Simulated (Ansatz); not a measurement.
**Squeezing AgBr**

```yaml
crystal:
  lattice:
    - [0.00000, 2.87015, 2.87015]
    - [2.87015, 0.00000, 2.87015]
    - [2.87015, 2.87015, 0.00000]
  atoms:
    - { symbol: Ag, position: [0.00000, 0.00000, 0.00000] }
    - { symbol: Br, position: [0.50000, 0.50000, 0.50000] }
```

The base volume is that of a database entry, with shape and atoms relaxed on PAW files at held volume, so it needn't be at zero pressure; the structure needn't be the stable phase, at rest or compressed.

Its volume is scaled, and at each volume shape and atoms are relaxed on PAW files; all methods then take that cell.

Computed with Ansatz 0.2.0; functional PBE, scalar-relativistic. Settings: a Γ-centred 9×9×9 k mesh, Fermi–Dirac smearing of 0.03 eV, no spin polarisation. Methods: LAPW: all electrons, basis error target 1 meV/atom; PAW: frozen-core files, cutoff 420 eV; norm-conserving: pseudopotentials, cutoff 960 eV.

Energies are extrapolated to zero smearing and count from the unscaled cell; pressure is positive in compression; gaps take the mesh and a band path. No temperature or zero-point motion is included.

```
V/V0  V (Å³/atom)  P LAPW (GPa)  ΔE LAPW (eV/atom)  P PAW − LAPW (GPa)  ΔE PAW − LAPW (meV/atom)  gap (eV)  space group  shortest distance (Å)
1.00        23.64             ?              0.000                0.00                       0.0      0.67        Fm-3m                  2.870
0.90        21.28          9.30              0.081                0.00                       0.1      0.68        Fm-3m                  2.771
0.80        18.91          22.3              0.303                0.02                       0.3      0.77        Fm-3m                  2.664
0.65        15.37          67.5              1.213                0.10                       1.4      0.41        Fm-3m                      ?
```

(1) Fill in "shortest distance (Å)" for the row "0.65".

(2) Give the missing entry: row "1.00", column "P LAPW (GPa)".

(3) From the table, what is the rise of the enthalpy H = E + pV up to the last row, and how stiff is the crystal between the last two rows?

(4) At the smallest volume, how far does norm-conserving lie from LAPW in pressure?

(5) How do the Löwdin populations by LAPW change from the unscaled cell to the last row?

Answers

(1) 2.486.

(2) 2.32.

(3) ΔH = 1.213 eV + (67.5 GPa × 15.37 Å³ − 2.32 GPa × 23.64 Å³) × 0.006242 eV/(GPa·Å³) = 7.34 eV/atom, of which pV makes 83 %. The mean bulk modulus there is −ΔP/Δln V = 218 GPa.

(4) norm-conserving: +0.03 GPa, on a LAPW pressure of 67.5 GPa.

(5) Ag 5s 0.53 → 0.59, Ag 4d 9.96 → 9.89, Br 4s 1.93 → 1.88 electrons an atom. These are projections on the shells that the free atoms fill; 0.08 e a cell lies outside them at the start and 0.16 e at the end.
